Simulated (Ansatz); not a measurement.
## Checking a converged run of CuO

System: CuO, an experimental structure (space group Cc); the cell holds 4 atoms. Sizeable forces remain on the atoms, so the positions aren't those of the computed minimum. Source: COD entry 9016057; it may be a high-temperature, high-pressure or metastable form.

Method: Ansatz development build ahead of 0.2.0, DFT, PBE+U, PAW, plane waves, scalar-relativistic.

```yaml
crystal:
  lattice:
    - [2.34465, -1.7134, 0.0]
    - [2.34465, 1.7134, 0.0]
    - [-0.86055, 0.0, 5.05944]
  atoms:
    - { symbol: Cu, position: [0.0032, 0.4968, 0.0], spin: 1.0 }
    - { symbol: Cu, position: [0.4968, 0.0032, 0.5] }
    - { symbol: O, position: [0.5714, 0.4056, 0.2537] }
    - { symbol: O, position: [0.4056, 0.5714, 0.7537] }
magnetization:
  spin_polarized: true
hamiltonian:
  xc: pbe
  pseudopotentials: { kind: paw }
  hubbard: { sites: [{ species: Cu, l: d, u_eff: 4.0 }] }
basis:
  ecutwfc: 420
kpoints:
  mp_grid: { grid: [7, 7, 4] }
scf:
  occupations: { method: fermi_dirac, width: 0.05 }
  lower_state_search: "off"
output:
  forces: true
  stress: true
  write_density: true
  write_potential: true
  elf: true
  volumetric_format: npy
```

Command:
```sh
ansatz run input.yaml --threads 2 --pin off --max-ram 5120MiB --backend cpu --events-out ev --progress --plain --runs-dir out
```

It took 45 s on 2 threads of Arm Neoverse V1 (shared host), peak memory 0.51 GiB.

The end of the output:

```
SCF converged after 27 iterations
an eigenvalue changed by more than its tolerance at an iteration that met the thresholds in force, so the SCF went on 1 time: the last check found none over its tolerance
Magnetization: -0.0000 μB (25.0000 up, 25.0000 down)
Absolute magnetization: 1.4181 μB (∫|ρ↑−ρ↓|, with the PAW one-centre terms)
Spin contamination: 0.7863 ħ² per cell (⟨S²⟩ above its minimum at these occupations)
Per-site moments (μB) at R_I (Å): [(0.5295, 0.7868), (-0.5295, 0.7868), (-0.0045, 0.7868), (0.0045, 0.7868)]
Free energy (F): -14380.801073 eV
Harris-Foulkes:  -14380.801073 eV  (|F-HF|=4.06e-9)
Internal energy: -14380.800625 eV  (E = F + TS)
E sigma→0 (E₀):  -14380.800849 eV
Entropy (-TS):   -0.000447 eV (-0.112 meV/atom)
Fermi energy:    11.878848 eV
--- Forces (eV/Å), atoms counted from 1 ---
  atom   1  Cu    -0.68728384     0.33932346     0.30924786
  atom   2  Cu    -0.68728834    -0.33932201     0.30926678
  atom   3  O      0.68728940     0.09403741    -0.30927392
  atom   4  O      0.68728341    -0.09404086    -0.30923943
--- Stress (GPa, compression-positive) ---
        7.165944      -0.000071      -1.579936
       -0.000073       7.232306      -0.000029
       -1.579933      -0.000032       8.438118
  P = ⅓ Tr σ = 7.6121 GPa (76.121 kbar)
```

The mesh is too coarse to rank close states of a metal with certainty: differences of some tens of meV/atom may change, at times in sign.

A static U favours moments and orbital order; the result depends on U and need not be the measured state.

Site moments are taken inside atomic spheres and don't add up to the total.

Eigenvalues of the Hubbard occupation matrices: Cu1 up 0.98 0.98 0.99 1.00 1.00, down 0.47 0.98 1.00 1.00 1.00; Cu2 up 0.47 0.98 1.00 1.00 1.00, down 0.98 0.98 0.99 1.00 1.00.

**Question.** The run converged. Is this the lowest state of the cell, and if not, what lies lower and how is it reached?

**Answer.** As far as the runs go, yes: it is the lowest of 3 states reached by 14 converged runs, and the next lies 37.9 meV/atom higher (ferromagnetic, site moments Cu1 0.60, Cu2 0.60, O3 0.31, O4 0.31 μB, total 1.88 μB per cell, no gap on the k-mesh). That doesn't prove a ground state. Only collinear orders within this cell were tried; the true ground state may need a larger cell.
